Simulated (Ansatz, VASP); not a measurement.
## One calculation of Pd, two programs

File INCAR:

```
PREC     = Accurate       # precision mode
ENCUT    = 520            # plane-wave cutoff, eV
EDIFF    = 1E-6           # SCF threshold, eV
ISMEAR   = -1             # smearing method
SIGMA    = 0.1            # smearing width, eV
LREAL    = F              # projectors in reciprocal space
LASPH    = T              # aspherical terms in the spheres
NELM     = 100            # most SCF steps
ALGO     = Normal         # electronic algorithm
ISIF     = 2              # what is computed and relaxed
LWAVE    = F              # write WAVECAR
LCHARG   = F              # write CHGCAR
GGA      = PE             # functional
NBANDS   = 11             # bands
```

File KPOINTS:

```
Automatic mesh
0
Gamma
  16 16 16
```

POSCAR

```
Pd
1.0
    0.0000000000      1.7350540361      1.7350540361
    1.7350540361      0.0000000000      1.7350540361
    1.7350540361      1.7350540361      0.0000000000
Pd
1
Direct
    0.0000000000      0.0000000000      0.0000000000
```

Input for Ansatz:

```yaml
crystal:
  lattice:
    - [0.0, 1.7350540361, 1.7350540361]
    - [1.7350540361, 0.0, 1.7350540361]
    - [1.7350540361, 1.7350540361, 0.0]
  atoms:
    - { symbol: Pd, position: [0.0, 0.0, 0.0] }
kpoints:
  mp_grid: { grid: [16, 16, 16] }
scf:
  occupations: { method: fermi_dirac, width: 0.1 }
hamiltonian:
  xc: pbe
  pseudopotentials: { kind: nc }
output:
  forces: true
  stress: true
  eigenvalues: true
```

Change from the starting cell: volume scaled by 0.68, norm-conserving files.

Alike in both runs: task single point; functional PBE; k mesh 16 × 16 × 16; occupations fermi-dirac, width 0.1 eV; no spin polarisation.

|  | VASP | Ansatz |
| --- | --- | --- |
| version | VASP 6.6.1 | Ansatz 0.2.0 |
| potentials or method | VASP PAW PBE potentials, release 64 (Pd) | norm-conserving pseudopotentials, scalar-relativistic |
| plane-wave cutoff (eV) | 520 | 1116 |
| valence electrons in the cell | 10 | 18 |

Ansatz gave:

* pressure (GPa): 180.7

Question: What did VASP give for the same quantities?

Answer: Pressure (GPa): 179.9.

With one functional, cell and mesh, what is left measures potentials, basis and numerics. The two sets of potentials don't hold the same shells in valence.

Caveats: the cell as given lies far from equilibrium; so large a pressure means that the cell lies far from this level's equilibrium, or that cutoff or potentials fall short (VASP).
